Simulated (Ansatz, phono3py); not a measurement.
# BaO (Fm-3m): lattice thermal conductivity, part 3 of 4

Aim: the lattice thermal conductivity of BaO against temperature, and which phonons carry it.

Experimental results on record:
- thermal conductivity 2.3 W/m/K near room temperature (given in “Combining the AFLOW GIBBS and Elastic Libraries to efficiently and robustly screen thermo-mechanical properties of solids”, 2017, arXiv:1611.05714)
- thermal conductivity 2.3 W/m/K near room temperature (given in “Predicting the lattice thermal conductivity of solids by solving the Boltzmann transport equation: AFLOW - AAPL an automated, accurate and efficient framework”, 2017, arXiv:1611.05481)

Ansatz 0.2.0; DFT LDA, scalar-relativistic, plane waves, PAW; PAW set soft_1.

So far, κ at 300 K (relaxation time) (W/m/K): step 6 (third-order constants on small settings) 6.55. Also highest frequency (cm⁻¹): step 6 404. The relaxed cell has a = 5.434 Å (conventional setting).

The database entry behind the starting cell differs from later determinations by our own check (about 0.7 % short), so it need not match the best structure at ambient conditions.

### Step 7. Anharmonic force constants and conductivity, k-mesh 6×6×6, third order supercell 3×3×3

Pairs of atoms inside the cutoff are displaced in a supercell, the forces give the cubic constants, and these give the three-phonon rates of the Boltzmann equation.

File input.yaml:

```yaml
crystal:
  lattice:
    - [0.0, 2.7170914796, 2.7170914796]
    - [2.7170914796, 0.0, 2.7170914796]
    - [2.7170914796, 2.7170914796, 0.0]
  atoms:
    - { symbol: Ba, position: [0.0, 0.0, 0.0] }
    - { symbol: O, position: [0.5, 0.5, 0.5] }
kpoints:
  mp_grid: { grid: [6, 6, 6] }
hamiltonian:
  xc: lda
  pseudopotentials: { kind: paw, azcp: { folder: soft_1 }, xc_functional: pbe }
scf:
  occupations: { method: fixed }
  lower_state_search: "off"
output:
  eigenvalues: true
phonons:
  method: fd
  dielectric: true
  qmesh: [6, 6, 6]
  temperatures: { t_max: 1000, t_step: 50 }
  qpath:
    path:
      - [[0.0, 0.0, 0.0], [0.5, 0.0, 0.5], [0.625, 0.25, 0.625]]
      - [[0.375, 0.375, 0.75], [0.0, 0.0, 0.0], [0.5, 0.5, 0.5], [0.5, 0.25, 0.75], [0.5, 0.0, 0.5]]
    npoints: 10
  third_order: { supercell: [3, 3, 3], pair_cutoff: 3.993 }
  lattice_thermal_conductivity:
    qmesh: [19, 19, 19]
    temperatures: [50.0, 100.0, 150.0, 200.0, 300.0, 400.0, 500.0, 600.0, 800.0, 1000.0]
    isotope_mass_variance:
      - { species: Ba, variance: 6.237e-05 }
      - { species: O, variance: 3.359e-05 }
```

On the command line:

```console
$ ansatz run input.yaml --threads 8 --pin off --max-ram 19456MiB --backend cpu --events-out ev --progress --plain --runs-dir out
```

Numbers of over 12 decimals in the logs are rounded to 6 here.

The program printed:

```text
[...]
Warning: phonons.third_order: as it is cut ahead of every solve, the batch solves 75 displaced supercells where 50 would do. It runs under 48 of the 1296 operations that the crystal's space group holds on the batch's supercell: the run's FFT boxes carry no more. The force constants lose no accuracy. For the smaller batch, try basis.xc_grid above 1 where it is 1, a denser FFT box (accuracy: high where it is lower, or a larger basis.ecutrho_ratio), or the same crystal shifted so that one of its atoms lies at the cell's origin: each can bring back operations that the batch needs, and none is sure to; [rest of the remark cut]
[...]
Crystal: 12 atoms, lattice volume = 240.710 Å³
Basis set: ecut = 420 eV, 4661 PW (Γ), FFT grids on a1, −a1+a2+a3, −a1+a3
Bands: 60, of which v1, the nominal top of the filled ones, is band 48 counted from 1 (47 counted from 0)
Symmetry: 24 space group operations
k-points: 16 of 36
[...]
SCF iter   1: F=—  HF=-38026.364196 eV  |F-HF|=—  |Δ(HF+E_count)|=         —  Δρ=1.28e-8  dr2=3.17e-13  ethr=1.00e-12  ⟨swp⟩=3.0  Hψ=2439  notcnv=0
[...]
SCF iter   2: F=-38026.364196 eV  HF=-38026.364196 eV  |F-HF|=0.00e0  |Δ(HF+E_count)|=  7.28e-12  Δρ=4.96e-9  dr2=7.33e-14  ethr=1.00e-12  ⟨swp⟩=2.2  Hψ=1800  notcnv=0
SCF 1 converged in 2 iterations: F = -38026.364196 eV  dr2 = 7.33e-14
[...]
Crystal: 2 atoms, lattice volume = 40.118 Å³
Basis set: ecut = 420 eV, 749 PW (Γ), exchange–correlation on 54×54×54 points (8 copies of the dense FFT grid, shifted against one another)
Bands: 12, of which v1, the nominal top of the filled ones, is band 8 counted from 1 (7 counted from 0)
Symmetry: 48 space group operations
k-points: 30 of 216 (irreducible under 8 space group operations, time reversal used)
[...]
SCF iter   7: F=-6337.727366 eV  HF=-6337.727366 eV  |F-HF|=2.73e-12  |Δ(HF+E_count)|=  2.46e-11  Δρ=1.38e-7  dr2=4.58e-12  ethr=1.00e-12  ⟨swp⟩=2.0  Hψ=720  notcnv=0
SCF 2 converged in 7 iterations: F = -6337.727366 eV  dr2 = 4.58e-12
[...]
NSCF: frozen V_eff on 2 k-points
[...]
Symmetry: 2 space group operations
k-points: 16 of 36 (time reversal used)
[...]
SCF iter   8: F=-38026.364178 eV  HF=-38026.364178 eV  |F-HF|=1.46e-11  |Δ(HF+E_count)|=  1.46e-11  Δρ=4.45e-8  dr2=4.29e-12  ethr=1.00e-12  ⟨swp⟩=4.0  Hψ=3786  notcnv=0
SCF 3 converged in 8 iterations: F = -38026.364178 eV  dr2 = 4.29e-12
[...]
Symmetry: 1 space group operations
k-points: 20 of 36 (time reversal used)
[...]
SCF iter   8: F=-38026.364183 eV  HF=-38026.364183 eV  |F-HF|=7.28e-12  |Δ(HF+E_count)|=    0.00e0  Δρ=4.18e-8  dr2=3.92e-12  ethr=1.00e-12  ⟨swp⟩=4.0  Hψ=4842  notcnv=0
SCF 4 converged in 8 iterations: F = -38026.364183 eV  dr2 = 3.92e-12
[...]
SCF iter   8: F=-38026.364186 eV  HF=-38026.364186 eV  |F-HF|=7.28e-12  |Δ(HF+E_count)|=  2.91e-11  Δρ=1.39e-8  dr2=3.70e-13  ethr=1.00e-12  ⟨swp⟩=4.8  Hψ=4149  notcnv=0
SCF 5 converged in 8 iterations: F = -38026.364186 eV  dr2 = 3.70e-13
[...]
SCF iter   4: F=-38026.364186 eV  HF=-38026.364186 eV  |F-HF|=2.18e-11  |Δ(HF+E_count)|=  7.28e-12  Δρ=5.51e-8  dr2=3.53e-12  ethr=1.00e-12  ⟨swp⟩=4.0  Hψ=3932  notcnv=0
SCF 6 converged in 4 iterations: F = -38026.364186 eV  dr2 = 3.53e-12
[...]
SCF iter   8: F=-38026.364187 eV  HF=-38026.364187 eV  |F-HF|=7.28e-12  |Δ(HF+E_count)|=  7.28e-12  Δρ=2.83e-8  dr2=9.72e-13  ethr=1.00e-12  ⟨swp⟩=5.0  Hψ=4912  notcnv=0
SCF 7 converged in 8 iterations: F = -38026.364187 eV  dr2 = 9.72e-13
[...]
SCF iter   4: F=-38026.364186 eV  HF=-38026.364186 eV  |F-HF|=0.00e0  |Δ(HF+E_count)|=  1.46e-11  Δρ=5.73e-8  dr2=2.61e-12  ethr=1.00e-12  ⟨swp⟩=4.0  Hψ=4746  notcnv=0
SCF 8 converged in 4 iterations: F = -38026.364186 eV  dr2 = 2.61e-12
Basis set: ecut = 420 eV, 4705 PW (Γ), FFT grids on a1, a2, −3a1−3a2+a3
SCF iter   1: F=—  HF=-38026.364194 eV  |F-HF|=—  |Δ(HF+E_count)|=         —  Δρ=8.60e-9  dr2=1.22e-13  ethr=1.00e-12  ⟨swp⟩=3.0  Hψ=2384  notcnv=0
[...]
SCF iter   2: F=-38026.364194 eV  HF=-38026.364194 eV  |F-HF|=1.46e-11  |Δ(HF+E_count)|=  7.28e-12  Δρ=3.01e-9  dr2=3.24e-14  ethr=1.00e-12  ⟨swp⟩=2.1  Hψ=1798  notcnv=0
SCF 9 converged in 2 iterations: F = -38026.364194 eV  dr2 = 3.24e-14
[...]
SCF iter   4: F=—  HF=-38026.364180 eV  |F-HF|=—  |Δ(HF+E_count)|=   5.18e-7  Δρ=4.95e-6  dr2=6.15e-8  ethr=2.35e-9  ⟨swp⟩=2.1  Hψ=1577  notcnv=0  defer=124
[...]
SCF iter   7: F=—  HF=-171118.636136 eV  |F-HF|=—  |Δ(HF+E_count)|=   8.96e-8  Δρ=6.26e-7  dr2=3.03e-9  ethr=1.14e-10  ⟨swp⟩=2.0  Hψ=3255  notcnv=0  defer=389
SCF iter   8: F=-171118.636136 eV  HF=-171118.636136 eV  |F-HF|=0.00e0  |Δ(HF+E_count)|=   1.54e-9  Δρ=1.97e-7  dr2=3.59e-10  ethr=1.00e-12  ⟨swp⟩=4.1  Hψ=6068  notcnv=0
SCF 125 converged in 8 iterations: F = -171118.636136 eV  dr2 = 3.59e-10
[...]
SCF iter   8: F=-171118.636017 eV  HF=-171118.636017 eV  |F-HF|=1.46e-10  |Δ(HF+E_count)|=   1.48e-9  Δρ=2.03e-7  dr2=4.20e-10  ethr=1.00e-12  ⟨swp⟩=4.2  Hψ=6118  notcnv=0
SCF 126 converged in 8 iterations: F = -171118.636017 eV  dr2 = 4.20e-10
[...]
SCF iter   8: F=-171118.636408 eV  HF=-171118.636408 eV  |F-HF|=8.73e-11  |Δ(HF+E_count)|=   1.54e-9  Δρ=2.03e-7  dr2=4.08e-10  ethr=1.00e-12  ⟨swp⟩=4.1  Hψ=6093  notcnv=0
SCF 127 converged in 8 iterations: F = -171118.636408 eV  dr2 = 4.08e-10
[...]
SCF iter   8: F=-171118.635760 eV  HF=-171118.635760 eV  |F-HF|=8.73e-11  |Δ(HF+E_count)|=   1.46e-9  Δρ=1.99e-7  dr2=3.69e-10  ethr=1.00e-12  ⟨swp⟩=4.1  Hψ=6062  notcnv=0
SCF 128 converged in 8 iterations: F = -171118.635760 eV  dr2 = 3.69e-10
[...]
SCF iter   8: F=-171118.636393 eV  HF=-171118.636393 eV  |F-HF|=2.04e-10  |Δ(HF+E_count)|=   1.54e-9  Δρ=1.92e-7  dr2=3.67e-10  ethr=1.00e-12  ⟨swp⟩=4.1  Hψ=6074  notcnv=0
SCF 129 converged in 8 iterations: F = -171118.636393 eV  dr2 = 3.67e-10
[...]
SCF iter   8: F=-171118.635747 eV  HF=-171118.635747 eV  |F-HF|=1.75e-10  |Δ(HF+E_count)|=   1.51e-9  Δρ=2.07e-7  dr2=4.05e-10  ethr=1.00e-12  ⟨swp⟩=4.1  Hψ=6121  notcnv=0
SCF 130 converged in 8 iterations: F = -171118.635747 eV  dr2 = 4.05e-10
SCF converged after 2 iterations
Free energy (F): -38026.364196 eV
[...]
Internal energy: -38026.364196 eV  (E = F + TS)
E sigma→0 (E₀):  -38026.364196 eV
Fermi energy:    9.022874 eV
[...]
--- Band table (eV; the first three rows and the last of 16) ---
  k-point 0: bands = [... 44 lower, 8.3799, 8.6942, 8.6942, 9.0229, 10.7091, 12.6194, 13.3569, 13.3569, ... 8 higher]
  k-point 1: bands = [... 44 lower, 8.3891, 8.5570, 8.5570, 8.7265, 11.1671, 12.4471, 13.0350, 13.1377, ... 8 higher]
  k-point 2: bands = [... 44 lower, 8.3340, 8.3340, 8.5897, 8.5897, 11.5216, 11.5216, 13.2428, 13.2428, ... 8 higher]
  k-point 15: bands = [... 44 lower, 8.6739, 8.6739, 8.8746, 8.8746, 12.0348, 12.0348, 12.4050, 12.4050, ... 8 higher]
[...]
ASR residual: 4.860e-4 → 0.000e0 eV/Å²; symmetrization residual: 1.386e-4 eV/Å²
  largest component of a force at the reference: 1.6e-22 eV/Å
  ASR residual per site (eV/Å²): 4.05e-5 4.86e-4
  Γ frequencies (cm⁻¹): 0.00 0.00 0.00 82.56 82.56 82.56
[...]
ε∞ (high-frequency dielectric tensor):
        4.270621    -0.000000     0.000000
        0.000000     4.270621    -0.000000
        0.000000     0.000000     4.270621
[...]
Born effective charges Z* (e; rows j = field, columns β = displacement):
    site 0:
         2.79806    0.00000   -0.00000
         0.00000    2.79806    0.00000
         0.00000   -0.00000    2.79806
    site 1:
        -2.79806   -0.00000    0.00000
        -0.00000   -2.79806   -0.00000
         0.00000    0.00000   -2.79806
  Z* charge neutrality: 5.494e-6 e pre-enforcement
[...]
optical modes at Γ without the LO–TO term, one row a degenerate level:
      ω (cm⁻¹)  modes    IR ((D/Å)²/amu)
         82.56      3            37.8151
  optical modes at Γ + LO–TO along q̂ = [1.0000, 0.0000, 0.0000]:
      ω (cm⁻¹)  modes    IR ((D/Å)²/amu)
         82.56      2            25.2100
        404.64      1            12.6050
  optical modes at Γ + LO–TO along q̂ = [0.0000, 1.0000, 0.0000]:
      ω (cm⁻¹)  modes    IR ((D/Å)²/amu)
         82.56      2            25.2100
        404.64      1            12.6050
  optical modes at Γ + LO–TO along q̂ = [0.0000, 0.0000, 1.0000]:
      ω (cm⁻¹)  modes    IR ((D/Å)²/amu)
         82.56      2            25.2100
        404.64      1            12.6050
--- Phonons (by wavevector): 16 wavevectors in 10 supercells ---
[...]
joined force constants: q→R imaginary residual 2.62e-19
[...]
50.00           24.6556         26.9610           8          converged          5.357e-1
      100.00            8.9080          9.6262           8          converged          5.218e-1
      150.00            6.0085          6.4753           8          converged          5.203e-1
      200.00            4.6745          5.0333           8          converged          5.201e-1
      300.00            3.3068          3.5556           8          converged          5.200e-1
      400.00            2.5965          2.7868           8          converged          5.199e-1
      500.00            2.1642          2.3180           8          converged          5.199e-1
      600.00            1.8755          2.0045           8          converged          5.199e-1
      800.00            1.5175          1.6148           8          converged          5.199e-1
     1000.00            1.3058          1.3839           8          converged          5.198e-1
```

It took 23 min on 8 threads of Arm Neoverse V1, shared host; peak memory 10 GiB.

Numbers from this step:

```yaml
gamma_frequencies: 0, 0, 0, 82.56, 82.56, 82.56 cm⁻¹ (negative: imaginary)
zero_point_energy: 0.05855 eV/cell
highest_frequency: 404.6 cm⁻¹
kappa_at_300_k_relaxation_time: 3.307 W/m/K
kappa_at_300_k_full_solution: 3.556 W/m/K
mean_free_path_at_half_of_kappa: 3.49 nm
share_of_kappa_above_the_three_lowest_branches: 0.303
third_order_blocks: 350
periodic_aliases_dropped: 24
largest_relative_sum_rule_correction: 0.2409
displaced_cells_third_order: 75
```

LO-TO term included. The phonon branches at the labelled points (cm⁻¹):

```csv
point,branch 1,branch 2,branch 3,branch 4,branch 5,branch 6
Γ,0,0,0,83,83,405
halfway,59,59,114,127,127,333
X,72,72,116,116,130,154
halfway,78,92,130,132,155,172
U,78,116,125,160,169,256
jump to K,78,116,125,160,169,256
halfway,50,71,121,147,194,378
Γ,0,0,0,83,83,405
halfway,46,46,111,170,170,399
L,61,61,162,221,221,389
halfway,73,92,146,192,198,331
W,98,115,115,154,154,263
halfway,90,91,129,132,156,208
X,72,72,116,116,130,154
```

The phonon branches as a text plot (rows in cm⁻¹):

```
    396 |***                     *****************
    379 |   *                   *                 **
    362 |    **                *                    *
    346 |                    **                      *
    329 |      *            *                         *
    312 |                                              *
    295 |       *          *                            *
    278 |
    261 |        *        *                              ***
    244 |                *                                  *
    228 |                                        **          *
    211 |         **    *    ***               **  ***
    194 |                  **   *            **      ***
    177 |           *  *         *          *          **     *
    160 |            ***********               ******    ********
    143 |               *    ** ****       *  *      ***   *** *
    126 |    ****************  ** **      *  *          ** ******
    110 |  **  *    **  *****    *  *    *  *           *****   *
     93 | *  **        *     **      *  *  *          ** ******
     76 |*  *    ************  ** **  **  *        ******      **
     59 |  *   **            *** *  *        ********
     42 |   ***                 ****     * **
     25 | **                        **  ***
      8 |**                          ****
         Γ           X  U|K            Γ         L        W     X
```

W/m/K. Kappa, by row:

```csv
T (K),RTA xx,RTA yy,RTA zz,full xx,full yy,full zz,coherence part xx,coherence part yy,coherence part zz,ending,iterations,least Ritz value
50,24.66,24.66,24.66,26.96,26.96,26.96,0.04499,0.04499,0.04499,converged,8,0.536
100,8.908,8.908,8.908,9.626,9.626,9.626,0.08514,0.08514,0.08514,converged,8,0.522
150,6.009,6.009,6.009,6.475,6.475,6.475,0.1196,0.1196,0.1196,converged,8,0.52
200,4.674,4.674,4.674,5.033,5.033,5.033,0.1463,0.1463,0.1463,converged,8,0.52
300,3.307,3.307,3.307,3.556,3.556,3.556,0.188,0.188,0.188,converged,8,0.52
400,2.597,2.597,2.597,2.787,2.787,2.787,0.2211,0.2211,0.2211,converged,8,0.52
500,2.164,2.164,2.164,2.318,2.318,2.318,0.2485,0.2485,0.2485,converged,8,0.52
600,1.876,1.876,1.876,2.005,2.005,2.005,0.2718,0.2718,0.2718,converged,8,0.52
800,1.517,1.517,1.517,1.615,1.615,1.615,0.3089,0.3089,0.3089,converged,8,0.52
1000,1.306,1.306,1.306,1.384,1.384,1.384,0.3366,0.3366,0.3366,converged,8,0.52
```

Lattice thermal conductivity against temperature:

```csv
temperature (K),RTA xx (W/m/K),full xx (W/m/K)
50,24.7,27.0
100,8.91,9.63
150,6.01,6.47
200,4.67,5.03
300,3.31,3.56
400,2.60,2.79
500,2.16,2.32
600,1.88,2.00
800,1.52,1.61
1000,1.31,1.38
```

The modes has structure finer than the step of the table below, so its rows give means over 10 cm⁻¹, whole bins alone (the curve runs from -10 to 426 cm⁻¹). Peaks (cm⁻¹: height): Ba 75.0: 0.0478, 132.6: 0.042; O 160.1: 0.0302, 376.8: 0.00849.

Phonopy on the run's constants, 19x19x19 mesh, Gaussian sigma 3.1 cm⁻¹. Modes against wavenumber; means over each step; values in 1/cm⁻¹/cell:

```csv
wavenumber (cm⁻¹),Ba,O
0,3.6e-5,2.7e-6
10,2.3e-4,1.9e-5
20,0.00105,6.6e-5
30,0.00313,1.2e-4
40,0.00740,1.6e-4
50,0.0157,2.2e-4
60,0.0324,3.1e-4
70,0.0452,8.0e-4
80,0.0409,0.00117
90,0.0261,9.3e-4
100,0.0194,0.00144
110,0.0150,0.00221
120,0.0147,0.00606
130,0.0357,0.0116
140,0.0235,0.0147
150,0.0116,0.0192
160,0.00448,0.0285
170,4.7e-4,0.0266
180,1.7e-4,0.0229
190,1.2e-4,0.0233
200,7.7e-5,0.0244
210,4.7e-5,0.0183
220,2.6e-5,0.00513
230,5.1e-5,0.00202
240,4.6e-5,0.00210
250,3.8e-5,0.00199
260,5.5e-5,0.00371
270,5.2e-5,0.00430
280,6.4e-5,0.00424
290,6.2e-5,0.00463
300,8.3e-5,0.00500
310,8.6e-5,0.00538
320,9.6e-5,0.00521
330,1.3e-4,0.00638
340,1.4e-4,0.00601
350,1.8e-4,0.00690
360,2.2e-4,0.00731
370,2.7e-4,0.00767
380,3.3e-4,0.00832
390,3.9e-4,0.00698
400,3.1e-4,0.00347
410,3.1e-5,3.0e-4
420,0,1.0e-7
```

Distinct triplets, nearest first. Third order norms, by row:

```csv
sites,side 1 (Å),side 2 (Å),side 3 (Å),norm of the 27 components (eV/Å³)
Ba-Ba-Ba,0,0,0,0
O-O-O,0,0,0,0
Ba-O-O,0,2.72,2.72,7.033
Ba-O-Ba,0,2.72,2.72,9.212
Ba-O-O,2.72,2.72,3.84,0.948
Ba-O-Ba,2.72,2.72,3.84,0.827
Ba-Ba-Ba,0,3.84,3.84,2.062
Ba-Ba-Ba,3.84,3.84,3.84,0.103
O-O-O,0,3.84,3.84,1.075
O-O-O,3.84,3.84,3.84,0.119
```

Born charge (rows field, columns displacement) (e), principal values of the symmetric part by kind of site:

```csv
atom,atoms with these values,low,middle,high,mean
Ba1,1,2.80,2.80,2.80,2.80
O2,1,-2.80,-2.80,-2.80,-2.80
```

In full for Ba1:

```
2.80 0.00 0.00
0.00 2.80 0.00
0.00 0.00 2.80
```

RTA, 300 K. Kappa by branch, by row:

```csv
branch (by rank),mean frequency (THz),mean rms speed (km/s),median lifetime (ps),share of kappa
1,2.02,1.11,1.11,0.16
2,2.45,1.77,2.01,0.345
3,3.88,1.56,1.09,0.192
4,4.86,2.55,0.167,0.055
5,5.41,2.46,0.135,0.047
6,9.7,4.44,0.412,0.201
```

Table of spectral kappa at 300 K by frequency; read off at these points; values in W/m/K/THz:

```csv
frequency (THz),relaxation time (W/m/K/THz),full solution (W/m/K/THz)
0.25,0.387,0.390
0.75,0.721,0.750
1.25,0.491,0.558
1.75,0.512,0.556
2.25,0.7,0.733
2.75,0.772,0.828
3.25,0.326,0.350
3.75,0.215,0.233
4.25,0.302,0.339
4.75,0.290,0.329
5.25,0.256,0.317
5.75,0.107,0.120
6.25,0.0543,0.0466
6.75,0.0163,0.0115
7.25,0.0397,0.0269
7.75,0.048,0.0442
8.25,0.0658,0.0696
8.75,0.113,0.123
9.25,0.126,0.140
9.75,0.145,0.164
10.25,0.156,0.172
10.75,0.190,0.204
11.25,0.160,0.175
11.75,0.0452,0.0555
12.25,3.9e-4,0.00109
```

Relaxation-time solution. Share of κ carried by shorter paths against mean free path:

```csv
mean free path (nm),50 K,300 K,1000 K
0.316,0,0.01,0.139
0.464,0,0.023,0.233
1,0,0.125,0.518
1.47,0.001,0.215,0.622
2.15,0.001,0.342,0.696
3.16,0.003,0.466,0.754
6.81,0.018,0.663,0.814
10,0.025,0.722,0.856
14.7,0.034,0.763,0.86
31.6,0.132,0.831,0.884
46.4,0.231,0.849,0.884
68.1,0.314,0.865,0.947
100,0.414,0.876,0.947
215,0.504,0.921,1
316,0.576,0.943,1
464,0.626,1,1
1000,0.719,1,1
1470,0.726,1,1
2150,0.741,1,1
3160,0.793,1,1
6810,0.963,1,1
10000,1,1,1
```

(Continued in part 4 of 4.)

[Logs are printed without paths, hosts, clocks, repeated set-up lines and the standing remarks that a program may print on its own settings, such as how far it seeks lower states.]

[Hosts, paths, dates, database ids (printed as entryN), source tags and the programs' standing remarks are cut or masked in the printed files.]

[A step with changed settings may run another functional than the one named; its input shows which.]
